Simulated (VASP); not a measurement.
# CdSe in VASP: further runs

Runs on CdSe. Level: PBEsol. Tasks: single point.

Everything below comes from runs of VASP 6.6.1. Logs are shortened: lines on timing, memory, paths and dates and some standing lists are left out, and cuts for length are marked.

**1. Starting point**

The cell holds a slab with vacuum, 8 atoms: a = 4.298 Å, b = 4.298 Å, c = 19.400 Å, α = 90.00°, β = 90.00°, γ = 120.00°.

**2. Single point, PBEsol**

Input file INCAR:

```
PREC     = Accurate       # precision mode
ENCUT    = 460            # plane-wave cutoff, eV
EDIFF    = 1E-7           # SCF threshold, eV
ISMEAR   = 0              # smearing method
SIGMA    = 0.05           # smearing width, eV
LREAL    = F              # projectors in reciprocal space
LASPH    = T              # aspherical terms in the spheres
NELM     = 120            # most SCF steps
ALGO     = Normal         # electronic algorithm
ISIF     = 2              # what is computed and relaxed
LWAVE    = F              # write WAVECAR
LCHARG   = F              # write CHGCAR
LDIPOL   = T            
IDIPOL   = 3            
DIPOL    = 0.5 0.5 0.500
GGA      = PS             # functional
NBANDS   = 52             # bands
LVHAR    = T            
LVACPOTAV= T
```

Input file KPOINTS:

```
Automatic mesh
0
Gamma
  6 6 1
```

Input file POSCAR:

```
CdSe
1.0
    4.2984999142      0.0000000000      0.0000000000
   -2.1492499571      3.7226101239      0.0000000000
    0.0000000000      0.0000000000     19.3997000000
Se Cd
4 4
Direct
    0.6666666667      0.3333333334      0.2061887555
    0.3333333333      0.6666666666      0.3869956752
    0.6666666667      0.3333333334      0.5678025949
    0.3333333333      0.6666666666      0.7486095146
    0.3333333333      0.6666666666      0.2513904854
    0.6666666667      0.3333333334      0.4321974051
    0.3333333333      0.6666666666      0.6130043248
    0.6666666667      0.3333333334      0.7938112445
```

Potentials or basis: VASP PAW PBE potentials, release 64 (Se, Cd).

On the command line:

```bash
$ cat potpaw_PBE.64/Se/POTCAR potpaw_PBE.64/Cd/POTCAR > POTCAR
$ mpirun -np 1 vasp_std > vasp.out
```

OUTCAR:

```text
PREC = Accurate
   ENCUT = 460
   EDIFF = 1E-7
   ISMEAR = 0
   LREAL = F
   LASPH = T
   NELM = 120
   ISIF = 2
   GGA = PS

 Found      7 irreducible k-points:

 Following reciprocal coordinates:
            Coordinates               Weight
  0.000000  0.000000  0.000000      1.000000
  0.166667  0.000000  0.000000      6.000000
  0.333333  0.000000  0.000000      6.000000
  0.500000  0.000000  0.000000      3.000000
  0.166667  0.166667  0.000000      6.000000
  0.333333  0.166667  0.000000     12.000000
   k-points           NKPTS =      7   k-points in BZ     NKDIM =      7   number of bands    NBANDS=     52
   number of dos      NEDOS =    301   number of ions     NIONS =      8
   total plane-waves  NPLWV = 126000
   dimension x,y,z NGX =    30 NGY =   30 NGZ =  140
   dimension x,y,z NGXF=    60 NGYF=   60 NGZF=  280
   ions per type =               4   4
   NGX,Y,Z   is equivalent  to a cutoff of  11.60, 11.60, 12.00 a.u.
   NGXF,Y,Z  is equivalent  to a cutoff of  23.21, 23.21, 23.99 a.u.
 SYSTEM =  unknown system
   PREC   = accura    normal or accurate (medium, high low for compatibility)
   ISTART =      0    job   : 0-new  1-cont  2-samecut
   ICHARG =      2    charge: 1-file 2-atom 10-const
   ISPIN  =      1    spin polarized calculation?
   LNONCOLLINEAR =      F non collinear calculations
   LSORBIT =      F    spin-orbit coupling
   LASPH  =      T    aspherical Exc in radial PAW
   ENCUT  =  460.0 eV  33.81 Ry    5.81 a.u.   7.52  7.52 33.93*2*pi/ulx,y,z
   NELM   =    120;   NELMIN=  2; NELMDL= -5     # of ELM steps
   EDIFF  = 0.1E-06   stopping-criterion for ELM
   LREAL  =      F    real-space projection
   EDIFFG = 0.1E-05   stopping-criterion for IOM
   NSW    =      0    number of steps for IOM
   IBRION =     -1    ionic relax: 0-MD 1-quasi-New 2-CG
   NFREE  =      0    steps in history (QN), initial steepest desc. (CG)
   ISIF   =      2    stress and relaxation
   ISYM   =      2    0-nonsym 1-usesym 2-fastsym
   POTIM  = 0.5000    time-step for ionic-motion
   TEBEG  =    0.0;   TEEND  =   0.0 temperature during run
   PSTRESS=    0.0 pullay stress
   NELECT =      72.0000    total number of electrons
   NUPDOWN=      -1.0000    fix difference up-down
   EMIN   =  10.00;   EMAX   =-10.00  energy-range for DOS
   EFERMI =   0.00;   METHOD = LEGACY
   ISMEAR =     0;   SIGMA  =   0.05  broadening in eV -4-tet -1-fermi 0-gaus
   EFERMI_NEDOS =   21; number of points for ismear=-14 and -15
   IALGO  =     38    algorithm
   IMIX   =      4    mixing-type and parameters
     AMIX     =   0.40;   BMIX     =  1.00
     AMIX_MAG =   1.60;   BMIX_MAG =  1.00
  volume/ion in A,a.u.               =      38.80       261.86
  Fermi-wavevector in a.u.,A,eV,Ry     =   1.005848  1.900778 13.765434  1.011731
  Thomas-Fermi vector in A             =   2.138554
   LORBIT       =      0    0 simple, 1 ext, 2 COOP (PROOUT), +10 PAW based schemes
   GGA     = PS    functional components
   LHFCALC =     F    Hartree Fock is set to
   AEXX    =    0.0000 exact exchange contribution
   IVDW    =     0    specifies the selected vdW correction
   LEPSILON=     F    determine dielectric tensor
   LRPA    =     F    only Hartree local field effects (RPA)
 non-spin polarized calculation
 Gauss-broadening in eV      SIGMA  =   0.05
  energy-cutoff  :      460.00
  volume of cell :      310.43
 maximum number of plane-waves:      7003
   NGX = 15   NGY = 15   NGZ = 67

 dipolmoment           0.000000      0.000000      0.137791 electrons x Angstroem

 number of electron      72.0000030 magnetization

 dipolmoment           0.000000      0.000000     -0.328633 electrons x Angstroem

 Free energy of the ion-electron system (eV)
  ---------------------------------------------------
  ext. energy  EPLUGINS =         0.00000000
  ---------------------------------------------------
  free energy    TOTEN  =       -22.90116192 eV

  energy without entropy =      -22.89332244  energy(sigma->0) =      -22.89724218

 E-fermi :  -0.2633     XC(G=0):  -7.1324

 val. band max:       -0.2923223416   @ k =   0.1667   0.0000   0.0000
 cond. band min:      -0.2518221125   @ k =   0.1667   0.0000   0.0000
 fundamental gap:      0.0405002291
 Fermi energy:        -0.2632785619

 k-point     1 :       0.0000    0.0000    0.0000
  band No.  band energies     occupation
      1     -14.4782      2.00000
      2     -13.5978      2.00000
      3     -12.8303      2.00000
      4     -11.9134      2.00000
      5      -9.9737      2.00000
      6      -9.9737      2.00000
[... 40 lines left out ...]
     47       4.9768      0.00000
     48       5.5821      0.00000

 k-point     2 :       0.1667    0.0000    0.0000
  band No.  band energies     occupation
      1     -14.4142      2.00000
      2     -13.5353      2.00000
      3     -12.7687      2.00000
      4     -11.8526      2.00000
      5      -9.9405      2.00000
      6      -9.9256      2.00000
[... 40 lines left out ...]
     47       5.3635      0.00000
     48       5.4557      0.00000

 k-point     3 :       0.3333    0.0000    0.0000
  band No.  band energies     occupation
      1     -14.2849      2.00000
      2     -13.4092      2.00000
      3     -12.6442      2.00000
      4     -11.7306      2.00000
      5      -9.8833      2.00000
      6      -9.8349      2.00000
[... 40 lines left out ...]
     47       5.4161      0.00000
     48       5.7278      0.00000

 k-point     4 :       0.5000    0.0000    0.0000
  band No.  band energies     occupation
      1     -14.2198      2.00000
      2     -13.3457      2.00000
      3     -12.5816      2.00000
      4     -11.6697      2.00000
      5      -9.8619      2.00000
      6      -9.8196      2.00000
[... 40 lines left out ...]
     47       5.6956      0.00000
     48       6.3130      0.00000

 k-point     5 :       0.1667    0.1667    0.0000
  band No.  band energies     occupation
      1     -14.3175      2.00000
      2     -13.4410      2.00000
      3     -12.6757      2.00000
      4     -11.7613      2.00000
      5      -9.9044      2.00000
      6      -9.8344      2.00000
[... 40 lines left out ...]
     47       5.3274      0.00000
     48       5.5435      0.00000

 k-point     6 :       0.3333    0.1667    0.0000
  band No.  band energies     occupation
      1     -14.2207      2.00000
      2     -13.3465      2.00000
      3     -12.5824      2.00000
      4     -11.6705      2.00000
      5      -9.8734      2.00000
      6      -9.7846      2.00000
[... 40 lines left out ...]
     47       5.5092      0.00000
     48       5.7712      0.00000

 [... further k-points ...]

 [bands above 48 left out]

------------------------ aborting loop because EDIFF is reached ----------------------------------------

  FORCE on cell =-STRESS in cart. coord.  units (eV):
  Direction    XX          YY          ZZ          XY          YZ          ZX
  --------------------------------------------------------------------------------------
  -------------------------------------------------------------------------------------
  Total       -0.8940897     -0.8940897      2.2400179      0.0000000      0.0000000      0.0000000
  in kB       -4.6145802     -4.6145802     11.5611912      0.0000000      0.0000000      0.0000000
  external PRESSURE =       0.7773436 kB  Pullay stress =       0.0000000 kB

 VOLUME and BASIS-vectors are now :
 -----------------------------------------------------------------------------
  energy-cutoff  :      460.00
  volume of cell :      310.43
      direct lattice vectors                 reciprocal lattice vectors
     4.298499914  0.000000000  0.000000000     0.232639297  0.134314361  0.000000000
    -2.149249957  3.722610124  0.000000000     0.000000000  0.268628722  0.000000000
     0.000000000  0.000000000 19.399700000     0.000000000  0.000000000  0.051547189

 POSITION                                       TOTAL-FORCE (eV/Angst)
 -----------------------------------------------------------------------------------
      2.14925      1.24087      4.00000         0.000000      0.000000     -0.025417
     -0.00000      2.48174      7.50760         0.000000      0.000000      0.543267
      2.14925      1.24087     11.01520         0.000000     -0.000000      0.467805
     -0.00000      2.48174     14.52280         0.000000      0.000000      0.900286
     -0.00000      2.48174      4.87690        -0.000000      0.000000     -0.355522
      2.14925      1.24087      8.38450        -0.000000      0.000000     -0.489358
     -0.00000      2.48174     11.89210        -0.000000      0.000000     -0.567581
      2.14925      1.24087     15.39970        -0.000000     -0.000000     -0.473480
 -----------------------------------------------------------------------------------
    total drift:                                0.000000      0.000000     -0.007449

  FREE ENERGIE OF THE ION-ELECTRON SYSTEM (eV)
  ---------------------------------------------------
  free  energy   TOTEN  =       -22.9011619214 eV

  energy  without entropy=      -22.8933224445  energy(sigma->0) =      -22.89724218
```

OSZICAR:

```text
N       E                     dE             d eps       ncg     rms          rms(c)
DAV:   1     0.456266571298E+03    0.45627E+03   -0.29872E+04   728   0.108E+03
DAV:   2     0.538699190296E+01   -0.45088E+03   -0.43373E+03   832   0.285E+02
DAV:   3    -0.250530480585E+02   -0.30440E+02   -0.30191E+02   828   0.708E+01
[... 47 lines left out ...]
DAV:  51    -0.229011625516E+02    0.54500E-06   -0.50423E-07   688   0.188E-03    0.437E-03
DAV:  52    -0.229011623329E+02    0.21874E-06   -0.14250E-07   568   0.103E-03    0.372E-03
DAV:  53    -0.229011620695E+02    0.26338E-06   -0.17656E-07   564   0.985E-04    0.246E-03
DAV:  54    -0.229011619583E+02    0.11122E-06   -0.16535E-07   548   0.114E-03    0.188E-03
DAV:  55    -0.229011619214E+02    0.36848E-07   -0.36511E-08   456   0.617E-04
   1 F= -.22901162E+02 E0= -.22897242E+02  d E =-.783948E-02
```

stdout:

```text
POSCAR found type information on POSCAR SeCd
 POSCAR found :  2 types and       8 ions
 scaLAPACK will be used
 -----------------------------------------------------------------------------
[... 39 lines left out ...]
|     Did not find any points to average over, which means that no vacuum     |
|     field-free region was found. Please increase the size of  your cell     |
|     in the dimension of the dipole correction to obtain accurate            |
|     workfunction values.                                                    |
|                                                                             |
 -----------------------------------------------------------------------------
```

It took 3.7 min on 1 thread of Intel Xeon 6975P-C (Granite Rapids), shared host; peak memory 0.39 GiB.

The run converged, but some of its settings lie outside the range that counts as converged, so its numbers aren't taken as properties of the slab.

Results:

- Free energy: -22.9012 eV
- Largest force: 0.900 eV/Å
- Band gap on the k mesh: none (metal or under the smearing width)

Caveat: the PAW data sets were made with another functional, which shifts forces and pressure a little; the cell's inner coordinates are idealised or old, which leaves forces on the atoms.

**3. Single point, PBEsol**

This run uses another cell than the first one, of 42.80 Å³/atom, 1.103 times its volume.

Edit INCAR of step 2 so:

```diff
@@ -12,5 +12,2 @@
 LCHARG   = F              # write CHGCAR
-LDIPOL   = T            
-IDIPOL   = 3            
-DIPOL    = 0.5 0.5 0.500
 GGA      = PS             # functional
@@ -18,2 +15,3 @@
 LVHAR    = T            
-LVACPOTAV= T
+LVACPOTAV= T            
+IDIPOL   = 3
```

KPOINTS is that of step 2.

Input file POSCAR:

```
CdSe
1.0
    4.2984999142      0.0000000000      0.0000000000
   -2.1492499571      3.7226101239      0.0000000000
    0.0000000000      0.0000000000     21.3997000000
Se Cd
4 4
Direct
    0.6666666667      0.3333333334      0.2336481353
    0.3333333333      0.6666666666      0.3975569751
    0.6666666667      0.3333333334      0.5614658149
    0.3333333333      0.6666666666      0.7253746548
    0.3333333333      0.6666666666      0.2746253452
    0.6666666667      0.3333333334      0.4385341851
    0.3333333333      0.6666666666      0.6024430249
    0.6666666667      0.3333333334      0.7663518647
```

Potentials or basis: VASP PAW PBE potentials, release 64 (Se, Cd).

On the command line:

```bash
$ cat potpaw_PBE.64/Se/POTCAR potpaw_PBE.64/Cd/POTCAR > POTCAR
$ mpirun -np 1 vasp_std > vasp.out
```

Run time: 2 min. Hardware: 1 thread of Intel Xeon 6975P-C (Granite Rapids), shared host; peak memory 0.36 GiB.

The run converged, but some of its settings lie outside the range that counts as converged, so its numbers aren't taken as properties of the slab.

Results:

* Free energy: -22.7404 eV
* Largest force: 0.939 eV/Å
* Band gap on the k mesh: none (metal or under the smearing width)

Caveat: the PAW data sets were made with another functional, which shifts forces and pressure a little; the cell's inner coordinates are idealised or old, which leaves forces on the atoms.

**4. Single point, PBEsol**

This run uses another cell than the first one, of 46.80 Å³/atom, 1.206 times its volume.

Edit INCAR of step 3 so:

```diff
@@ -4,3 +4,3 @@
 ISMEAR   = 0              # smearing method
-SIGMA    = 0.05           # smearing width, eV
+SIGMA    = 0.3            # smearing width, eV
 LREAL    = F              # projectors in reciprocal space
@@ -12,2 +12,5 @@
 LCHARG   = F              # write CHGCAR
+LDIPOL   = T            
+IDIPOL   = 3            
+DIPOL    = 0.5 0.5 0.500
 GGA      = PS             # functional
@@ -15,3 +18,2 @@
 LVHAR    = T            
-LVACPOTAV= T            
-IDIPOL   = 3
+LVACPOTAV= T
```

KPOINTS is that of step 3.

Input file POSCAR:

```
CdSe
1.0
    4.2984999142      0.0000000000      0.0000000000
   -2.1492499571      3.7226101239      0.0000000000
    0.0000000000      0.0000000000     23.3997000000
Se Cd
4 4
Direct
    0.6666666667      0.3333333334      0.2564135438
    0.3333333333      0.6666666666      0.4063129014
    0.6666666667      0.3333333334      0.5562122591
    0.3333333333      0.6666666666      0.7061116168
    0.3333333333      0.6666666666      0.2938883832
    0.6666666667      0.3333333334      0.4437877409
    0.3333333333      0.6666666666      0.5936870986
    0.6666666667      0.3333333334      0.7435864562
```

On the command line:

```bash
$ cat potpaw_PBE.64/Se/POTCAR potpaw_PBE.64/Cd/POTCAR > POTCAR
$ mpirun -np 1 vasp_std > vasp.out
```

It took 3.5 min on 1 thread of Intel Xeon 6975P-C (Granite Rapids), shared host; peak memory 0.42 GiB.

The run converged, but some of its settings lie outside the range that counts as converged, so its numbers aren't taken as properties of the slab.

What came out:

```yaml
Free_energy: -22.9877 eV
Largest_force: 0.789 eV/Å
Band_gap_on_the_k_mesh: none (metal or under the smearing width)
Work_function_of_the_upper_face: 3.08 eV
Work_function_of_the_lower_face: 6.45 eV
```

Caveat: the PAW data sets were made with another functional, which shifts forces and pressure a little; the cell's inner coordinates are idealised or old, which leaves forces on the atoms.
